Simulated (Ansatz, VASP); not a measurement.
BaTe: VASP beside Ansatz

File POSCAR:

```
BaTe
1.0
    0.0000000000      3.4100000000      3.4100000000
    3.4100000000      0.0000000000      3.4100000000
    3.4100000000      3.4100000000      0.0000000000
Ba Te
1 1
Direct
    0.0000000000      0.0000000000      0.0000000000
    0.5000000000      0.5000000000      0.5000000000
```

The input INCAR.step1:

```
PREC = Accurate
ENCUT = 520
ISMEAR = 0
SIGMA = 0.1
LREAL = False
LASPH = True
NELM = 60
NBANDS = 15
GGA = PE
ALGO = Normal
EDIFF = 1E-4
LWAVE = True
LCHARG = False
```

INCAR.step2

```
PREC = Accurate
ENCUT = 520
EDIFF = 1E-7
ISMEAR = 0
SIGMA = 0.1
LREAL = False
LASPH = True
NELM = 60
ALGO = Normal
ISIF = 2
LWAVE = False
LCHARG = False
METAGGA = R2SCAN
LMIXTAU = True
NBANDS = 15
ISTART = 1
```

Contents of KPOINTS:

```
regular mesh
0
Gamma
  4 4 4
```

Input for Ansatz:

```yaml
crystal:
  lattice:
    - [0.0, 3.41, 3.41]
    - [3.41, 0.0, 3.41]
    - [3.41, 3.41, 0.0]
  atoms:
    - { symbol: Ba, position: [0.0, 0.0, 0.0] }
    - { symbol: Te, position: [0.5, 0.5, 0.5] }
basis:
  ecutwfc: 500
kpoints:
  mp_grid: { grid: [4, 4, 4] }
hamiltonian:
  xc: r2scan
scf:
  occupations: { method: gaussian, width: 0.1 }
output:
  forces: true
  stress: true
  eigenvalues: true
```

Alike in both runs: task single point; functional r2SCAN; k mesh 4 × 4 × 4; occupations gaussian, width 0.1 eV; no spin polarisation.

```csv
,VASP,Ansatz
version,VASP 6.6.1,Ansatz 0.2.0
potentials or method,"VASP PAW PBE potentials, release 64 (Ba_sv, Te)","scalar-relativistic, plane waves, PAW"
plane-wave cutoff (eV),520,500
valence electrons in the cell,16,26
```

```csv
,VASP,Ansatz,Ansatz less VASP
gap on the k mesh at the Fermi level (eV),1.68,1.77,+0.096
least direct gap on the mesh (eV),2.06,2.12,+0.059
pressure (GPa),4.6,4.1,-0.48
```

The two sets of potentials don't hold the same shells in valence.

Caveats: the PAW data sets were made with another functional, which shifts forces and pressure a little (VASP); spin-orbit coupling is left out, which moves the levels of the heavy elements. r2SCAN opens gaps a little over a GGA but as a rule still falls short of measured ones. A k mesh can miss the band edges.
